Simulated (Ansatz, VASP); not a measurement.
# Cross-check of GaP (GaP(110)) between VASP and Ansatz, part 2 of 3

Wanted: the spread between two codes on one cell, functional and k mesh. Of the first pair: The structure shown is the end of the VASP relaxation below. Valence electrons are named where the data sets of a main pair hold unlike numbers.

VASP 6.6.1 and Ansatz 0.2.0.

So far: Set-up; VASP: relaxation, PBE.

## (3) Ansatz: single point, PBE

Level of this step: Ansatz beside VASP: Kohn-Sham DFT, plane waves, PBE (Ansatz).

Ansatz runs on its default PAW (the set named soft_2) files.

The same cell, functional, mesh and smearing now go to Ansatz, which takes its cutoff from its data sets.

Contents of input.yaml:

```yaml
crystal:
  lattice:
    - [3.99132475, 0.0, 0.0]
    - [0.0, 5.6445856, 0.0]
    - [0.0, 0.0, 31.50438276]
  atoms:
    - { symbol: Ga, position: [0.0, 0.06064963, 0.26810669] }
    - { symbol: Ga, position: [0.5, 0.48864223, 0.31302548] }
    - { symbol: Ga, position: [0.0, 0.99271491, 0.37737947] }
    - { symbol: Ga, position: [0.5, 0.49153869, 0.43821528] }
    - { symbol: Ga, position: [0.0, 0.99254493, 0.5] }
    - { symbol: Ga, position: [0.5, 0.49153869, 0.56178472] }
    - { symbol: Ga, position: [0.0, 0.99271491, 0.62262053] }
    - { symbol: Ga, position: [0.5, 0.48864223, 0.68697452] }
    - { symbol: Ga, position: [0.0, 0.06064963, 0.73189331] }
    - { symbol: P, position: [0.0, 0.73450686, 0.31558433] }
    - { symbol: P, position: [0.5, 0.26191278, 0.2483098] }
    - { symbol: P, position: [0.0, 0.73806434, 0.43857333] }
    - { symbol: P, position: [0.5, 0.24110554, 0.37633475] }
    - { symbol: P, position: [0.0, 0.73806434, 0.56142667] }
    - { symbol: P, position: [0.5, 0.23918511, 0.5] }
    - { symbol: P, position: [0.0, 0.73450686, 0.68441567] }
    - { symbol: P, position: [0.5, 0.24110554, 0.62366525] }
    - { symbol: P, position: [0.5, 0.26191278, 0.7516902] }
hamiltonian:
  xc: pbe
  pseudopotentials: { kind: paw }
kpoints:
  mp_grid: { grid: [6, 4, 1] }
scf:
  occupations: { method: gaussian, width: 0.03 }
  n_extra_bands: 8
efield:
  axis: 3
  dipole_correction: true
  ramp_width: 0.04
output:
  forces: true
  eigenvalues: true
```

Launch:

```console
> ansatz run input.yaml --threads 8 --pin off --max-ram 18432MiB --backend cpu --events-out ev --progress --plain --runs-dir out
```

Numbers of over 12 decimals in the logs are rounded to 6 here.

The log of the run:

```text
scf.n_extra_bands = 8 over 81 filled bands (N_el = 162.0): the run solves 89 bands
Engine: ansatz 0.2.0, aarch64-unknown-linux-gnu
Pseudopotentials: kind: paw
Pseudopotential: Ga, paw, valence charge 13, recommended cutoff 420 eV (normal), Ga.paw.azcp
Pseudopotential: P, paw, valence charge 5, recommended cutoff 420 eV (normal), P.paw.azcp
Functional definition: PBE
  parameter kappa = 0.804
  parameter beta = 0.066725
  exchange = pbe_x(kappa = kappa, mu = beta*pi^2/3)
  correlation = pbe_c(beta = beta)
Crystal: 18 atoms, lattice volume = 709.774 Å³
Basis set: ecut = 420 eV, 13891 PW (Γ), exchange–correlation on 54×80×432 points (8 copies of the dense FFT grid, shifted against one another)
Bands: 89, of which v1, the nominal top of the filled ones, is band 81 counted from 1 (80 counted from 0)
Symmetry: 2 space group operations
k-points: 12 of 24 (time reversal used)
Non-local potential: Ga, projectors of the file, l = 0: 2, l = 1: 2, l = 2: 3, l = 3: 1
Non-local potential: P, projectors of the file, l = 0: 2, l = 1: 2, l = 2: 2
PAW form: soft (Blöchl's): semilocal exchange-correlation on the pseudo side does not see the compensation charge
PAW one-centre angular grid: Ga, 590 points (default); XC on 64 Gauss nodes
PAW one-centre angular grid: P, 110 points (default); XC on 64 Gauss nodes
Initial density: superposition of atomic densities (neutral atoms: chi_scale 0, normalization atom), corrected by the library's trained network
Initial wavefunctions: pseudopotential atomic-orbital guess
Functional: x = pbe(κ = 0.804, μ = 0.219515), c = pbe(β = 0.066725)
SCF iter   1: F=—  HF=-40853.726806 eV  |F-HF|=—  |Δ(HF+E_count)|=         —  Δρ=1.65e-3  dr2=1.04e-1  ethr=1.77e-3  p=0.000 e·Å  D=5.72e-14 V/Å  ΔV_dip=-0.00 eV  dr2_dipole=8.15e-8  V_vac-E_F(+/−)=4.72/4.72 eV  ⟨swp⟩=8.5  Hψ=4852  notcnv=0
efield: sawtooth ramp at fractional position 0.9800 (placed from the atoms, in the widest stretch of the axis that holds none; the zero of the levels goes with the place), width 0.0400; the density the first Hamiltonian is built on has a dipole p = 0.000 e·Å; the dipole correction subtracts the counter field D = 5.72e-14 V/Å, which shifts the + side's vacuum level by -0.00 eV against the − side's; the planar-averaged density in the ramp window peaks in size at 8.8e-6 e/Å³
preconditioner: auto → Resta (q_TF=auto, 2.133 Å⁻¹)  ε∞=3.0  [insulator: Δε(μ)=1.204 eV  Ē_g=12.549 eV  σ=0.030 eV  W_gap=1.00  n_scr=124 (ndim 8)  ℏωp=17.7 eV  f_vac=0.427  D(μ)=0.00/eV (n_scr^D=0)  ε∞_Penn≈3.0  vacuum switching on, ρ_ref=1.1e-2 e/Å³]
SCF iter   2: F=—  HF=-40853.709651 eV  |F-HF|=—  |Δ(HF+E_count)|=   1.72e-2  Δρ=1.07e-3  dr2=5.14e-2  ethr=6.43e-5  p=0.000 e·Å  D=3.61e-5 V/Å  ΔV_dip=-0.00 eV  dr2_dipole=3.04e-7  V_vac-E_F(+/−)=4.95/4.95 eV  ⟨swp⟩=3.7  Hψ=2431  notcnv=0  defer=31
SCF iter   3: F=—  HF=-40853.704532 eV  |F-HF|=—  |Δ(HF+E_count)|=   5.12e-3  Δρ=5.92e-4  dr2=3.04e-3  ethr=3.17e-5  p=-0.000 e·Å  D=-4.52e-6 V/Å  ΔV_dip=0.00 eV  dr2_dipole=6.18e-9  V_vac-E_F(+/−)=4.83/4.83 eV  ⟨swp⟩=2.2  Hψ=1295  notcnv=0  defer=31
SCF iter   4: F=—  HF=-40853.705910 eV  |F-HF|=—  |Δ(HF+E_count)|=   1.38e-3  Δρ=2.89e-4  dr2=1.13e-3  ethr=1.87e-6  p=0.000 e·Å  D=3.06e-5 V/Å  ΔV_dip=-0.00 eV  dr2_dipole=2.26e-7  V_vac-E_F(+/−)=4.81/4.81 eV  ⟨swp⟩=2.0  Hψ=2023  notcnv=0  defer=31
SCF iter   5: F=—  HF=-40853.705626 eV  |F-HF|=—  |Δ(HF+E_count)|=   2.84e-4  Δρ=1.02e-4  dr2=1.13e-4  ethr=6.95e-7  p=-0.000 e·Å  D=-1.47e-5 V/Å  ΔV_dip=0.00 eV  dr2_dipole=6.34e-8  V_vac-E_F(+/−)=4.80/4.80 eV  ⟨swp⟩=2.0  Hψ=1915  notcnv=0  defer=31
SCF iter   6: F=—  HF=-40853.705662 eV  |F-HF|=—  |Δ(HF+E_count)|=   3.59e-5  Δρ=2.73e-5  dr2=1.65e-5  ethr=6.96e-8  p=0.000 e·Å  D=5.15e-5 V/Å  ΔV_dip=-0.00 eV  dr2_dipole=6.80e-7  V_vac-E_F(+/−)=4.80/4.81 eV  ⟨swp⟩=2.7  Hψ=2037  notcnv=0  defer=31
SCF iter   7: F=—  HF=-40853.705841 eV  |F-HF|=—  |Δ(HF+E_count)|=   1.79e-4  Δρ=1.51e-5  dr2=4.90e-6  ethr=1.02e-8  p=-0.000 e·Å  D=-1.06e-4 V/Å  ΔV_dip=0.00 eV  dr2_dipole=2.82e-6  V_vac-E_F(+/−)=4.81/4.80 eV  ⟨swp⟩=2.2  Hψ=2050  notcnv=0  defer=31
SCF iter   8: F=—  HF=-40853.705841 eV  |F-HF|=—  |Δ(HF+E_count)|=   1.06e-7  Δρ=5.77e-6  dr2=1.08e-6  ethr=3.03e-9  p=0.000 e·Å  D=5.89e-5 V/Å  ΔV_dip=-0.00 eV  dr2_dipole=9.01e-7  V_vac-E_F(+/−)=4.80/4.80 eV  ⟨swp⟩=2.1  Hψ=2010  notcnv=0  defer=31
SCF iter   9: F=-40853.705841 eV  HF=-40853.705841 eV  |F-HF|=1.19e-8  |Δ(HF+E_count)|=   1.37e-7  Δρ=3.50e-6  dr2=7.88e-8  ethr=6.17e-11  p=-0.000 e·Å  D=-5.13e-6 V/Å  ΔV_dip=0.00 eV  dr2_dipole=6.20e-9  V_vac-E_F(+/−)=4.80/4.80 eV  ⟨swp⟩=10.8  Hψ=6085  notcnv=0
SCF 1 converged in 9 iterations: F = -40853.705841 eV  dr2 = 7.88e-8
  greatest PAW one-centre occupation: 0.995 electrons in one spin orbital (limit 2), on the Ga atom at site 0 (counted from 0), in its partial waves of l = 2
SCF converged after 9 iterations
Free energy (F): -40853.705841 eV
Harris-Foulkes:  -40853.705841 eV  (|F-HF|=1.19e-8)
Internal energy: -40853.705841 eV  (E = F + TS)
E sigma→0 (E₀):  -40853.705841 eV
Fermi energy:    1.575014 eV
Dipole field:    D = 0.000051 V/Å  (p = 0.000200 e·Å, saw-weighted, corrected)
Work function:   Φ+ = 4.8031 eV   Φ− = 4.8047 eV
Levels:          The Fermi level and band energies are counted from a zero that moves with the ramp; work functions are not
--- Per-component energies (eV) ---
  E_band       = -1473.160379
  E_kinetic    = 1651.928457
  E_local      = -135746.530012  (includes V_loc(G=0)·N_el)
  E_nonlocal   = 4127.475188
  E_hartree    = 66660.635340
  E_xc         = -1164.290450
  E_vxc        = -1053.931452  (∫ρ·V_xc dr)
  E_paw        = -23026.046257  (= ΣΔE_a)
  E_vpaw       = -3773.390577  (= ΣTr[D̂ρ^β])
  E_aug_tail   = -0.000958  (compensation charges beyond the density's cutoff)
  E_efield     = 0.000000  (sawtooth field / dipole correction)
  E_vefield    = 0.000000  (∫n·V_field dr)
  E_ewald      = 46643.122852
  E_smearing   = -0.000000  (= −TS)
  E_closure    = -0.000000  (closes the sum)
  Σ components = -40853.705841   (vs F -40853.705841, Δ=0.00e0)
--- Forces (eV/Å), atoms counted from 1 ---
  atom   1  Ga     0.00000000    -0.00749354     0.01340678
  atom   2  Ga     0.00000000     0.02729918     0.01616267
  atom   3  Ga     0.00000000    -0.01060435     0.02959818
  atom   4  Ga     0.00000000    -0.02510451    -0.00993434
  atom   5  Ga     0.00000000    -0.00850913     0.00002366
  atom   6  Ga     0.00000000    -0.02510217     0.00997969
  atom   7  Ga     0.00000000    -0.01060079    -0.02955882
  atom   8  Ga     0.00000000     0.02730784    -0.01613147
  atom   9  Ga     0.00000000    -0.00747427    -0.01339751
  atom  10  P      0.00000000     0.04047753    -0.01761737
  atom  11  P      0.00000000    -0.05544255     0.11035680
  atom  12  P      0.00000000     0.03149117     0.01005839
  atom  13  P      0.00000000    -0.00237718     0.01277385
  atom  14  P      0.00000000     0.03149082    -0.01010841
  atom  15  P      0.00000000     0.01201819    -0.00002660
  atom  16  P      0.00000000     0.04047156     0.01757833
  atom  17  P      0.00000000    -0.00237934    -0.01282377
  atom  18  P      0.00000000    -0.05543703    -0.11036838
  max |Σ_I F_I| component: 3.14e-5 eV/Å
--- Band table (eV; the first three rows and the last of 12) ---
  k-point 0: bands = [... 77 lower, 0.8435, 0.8476, 0.8747, 0.9321, 2.3835, 2.6853, 2.7327, 2.9855, ... 4 higher]
  k-point 1: bands = [... 77 lower, 0.3885, 0.4028, 0.6254, 0.6908, 2.6916, 2.7866, 2.8262, 2.9245, ... 4 higher]
  k-point 2: bands = [... 77 lower, -0.0343, 0.0147, 0.3329, 0.3354, 2.3798, 2.5010, 2.5796, 2.9252, ... 4 higher]
  k-point 11: bands = [... 77 lower, -0.1289, -0.0352, 0.3416, 0.5340, 2.4454, 2.9064, 3.0682, 3.8001, ... 4 higher]
```

Wall time 29 s (8 threads of Arm Neoverse N1, shared host); peak memory 2.6 GiB; 3.8 min of CPU time.

The column dr2 measures how far the density is from self-consistency, as an energy; F and HF (Harris–Foulkes) agree once it is small.

## (4) Comparison

Known differences besides the potentials themselves: the data sets hold 162 valence electrons in Ansatz (on its default PAW (the set named soft_2) files) and 72 in VASP; the cutoff is 420 eV in Ansatz and 320 eV in VASP (PREC = Normal, projectors in real space); VASP leaves aspherical gradient terms in its spheres out (LASPH is not set), Ansatz keeps them. Total energies have different zeros and are not compared.

The two programs side by side:

```tsv
quantity	Ansatz	VASP	difference
gap on the k mesh (eV)	1.286	1.302	-0.016
```

At this near-relaxed geometry the largest component of a force difference is 106 meV/Å. A gap on the mesh is an upper bound, since the band edges may lie between its points. VASP's last cycles still show a density residual of 4e-03, so its state may not be settled. With vacuum in the cell, a pressure given here is an average over mostly empty space and none of the material.

## (5) What the set-up changes

Further runs change the set-up of one program: Ansatz's method, potentials or start, or VASP's data sets, cutoff or form of LDA. The table gives Ansatz less VASP for each quantity, since a change that brings one quantity closer may part another.

```tsv
run	r.m.s. force difference (meV/Å)	gap on the k mesh (eV)
as above	25	-0.016
norm-conserving potentials (cutoff 1088 eV)	23	-0.016
```

## (6) Ansatz: band structure, PBE

Levels along a path test the potential and the projectors away from the mesh points.

Contents of input.yaml:

```yaml
crystal:
  lattice:
    - [3.9913247519, 0.0, 0.0]
    - [0.0, 5.6445855959, 0.0]
    - [0.0, 0.0, 31.504382758]
  atoms:
    - { symbol: Ga, position: [0.0, 0.0606496306, 0.2681066892] }
    - { symbol: Ga, position: [0.5, 0.488642233, 0.3130254775] }
    - { symbol: Ga, position: [0.0, 0.9927149051, 0.3773794733] }
    - { symbol: Ga, position: [0.5, 0.4915386901, 0.4382152752] }
    - { symbol: Ga, position: [0.0, 0.9925449338, 0.5] }
    - { symbol: Ga, position: [0.5, 0.4915386901, 0.5617847248] }
    - { symbol: Ga, position: [0.0, 0.9927149051, 0.6226205267] }
    - { symbol: Ga, position: [0.5, 0.488642233, 0.6869745225] }
    - { symbol: Ga, position: [0.0, 0.0606496306, 0.7318933108] }
    - { symbol: P, position: [0.0, 0.7345068624, 0.3155843283] }
    - { symbol: P, position: [0.5, 0.2619127814, 0.2483098001] }
    - { symbol: P, position: [0.0, 0.7380643359, 0.4385733311] }
    - { symbol: P, position: [0.5, 0.2411055372, 0.3763347478] }
    - { symbol: P, position: [0.0, 0.7380643359, 0.5614266689] }
    - { symbol: P, position: [0.5, 0.2391851146, 0.5] }
    - { symbol: P, position: [0.0, 0.7345068624, 0.6844156717] }
    - { symbol: P, position: [0.5, 0.2411055372, 0.6236652522] }
    - { symbol: P, position: [0.5, 0.2619127814, 0.7516901999] }
hamiltonian:
  xc: pbe
  pseudopotentials: { kind: paw }
kpoints:
  mp_grid: { grid: [6, 4, 1] }
  band_path:
    path:
      - [0.0, 0.0, 0.0]
      - [0.07692, 0.0, 0.0]
      - [0.15385, 0.0, 0.0]
      - [0.26923, 0.0, 0.0]
      - [0.34615, 0.0, 0.0]
      - [0.42308, 0.0, 0.0]
      - [0.5, 0.0, 0.0]
      - [0.5, 0.07692, 0.0]
      - [0.5, 0.19231, 0.0]
      - [0.5, 0.26923, 0.0]
      - [0.5, 0.34615, 0.0]
      - [0.5, 0.46154, 0.0]
      - [0.5, 0.5, 0.0]
      - [0.42308, 0.5, 0.0]
      - [0.30769, 0.5, 0.0]
      - [0.23077, 0.5, 0.0]
      - [0.11538, 0.5, 0.0]
      - [0.03846, 0.5, 0.0]
      - [0.0, 0.5, 0.0]
      - [0.0, 0.38462, 0.0]
      - [0.0, 0.30769, 0.0]
      - [0.0, 0.23077, 0.0]
      - [0.0, 0.11538, 0.0]
      - [0.0, 0.03846, 0.0]
      - [0.03846, 0.03846, 0.0]
      - [0.11538, 0.11538, 0.0]
      - [0.19231, 0.19231, 0.0]
      - [0.30769, 0.30769, 0.0]
      - [0.38462, 0.38462, 0.0]
      - [0.5, 0.5, 0.0]
    npoints: 1
scf:
  occupations: { method: gaussian, width: 0.03 }
  n_extra_bands: 15
efield:
  axis: 3
  dipole_correction: true
  ramp_width: 0.04
output:
  forces: true
  eigenvalues: true
```

The log of the run:

```text
[...]
Crystal: 18 atoms, lattice volume = 709.774 Å³
Basis set: ecut = 420 eV, 13891 PW (Γ), exchange–correlation on 54×80×432 points (8 copies of the dense FFT grid, shifted against one another)
Bands: 96, of which v1, the nominal top of the filled ones, is band 81 counted from 1 (80 counted from 0)
Symmetry: 2 space group operations
[...]
k-point 0: bands = [... 77 lower, 0.8435, 0.8476, 0.8747, 0.9321, 2.3835, 2.6852, 2.7326, 2.9855, ... 11 higher]
  k-point 1: bands = [... 77 lower, 0.3885, 0.4028, 0.6254, 0.6908, 2.6916, 2.7865, 2.8262, 2.9245, ... 11 higher]
  k-point 2: bands = [... 77 lower, -0.0343, 0.0147, 0.3329, 0.3354, 2.3798, 2.5010, 2.5796, 2.9252, ... 11 higher]
  k-point 11: bands = [... 77 lower, -0.1289, -0.0352, 0.3416, 0.5340, 2.4453, 2.9063, 3.0682, 3.8001, ... 11 higher]
[key lines of the parts left out:]
SCF converged after 10 iterations
Free energy (F): -40853.705841 eV
Fermi energy:    1.575010 eV
Dipole field:    D = -0.000148 V/Å  (p = -0.000582 e·Å, saw-weighted, corrected)
Work function:   Φ+ = 4.8062 eV   Φ− = 4.8015 eV
```

Run time: 68 s. Hardware: 8 threads; peak memory 3.7 GiB; 8.9 min of CPU time.

(Continued in part 3 of 3.)

[Lines on the potential files, build, host, timing and source positions are cut from VASP's logs without a mark.]

[Logs are printed without paths, hosts, clocks, repeated set-up lines and the standing remarks that a program may print on its own settings, such as how far it seeks lower states.]

[Hosts, paths, dates, database ids (printed as entryN), source tags and the programs' standing remarks are cut or masked in the printed files.]
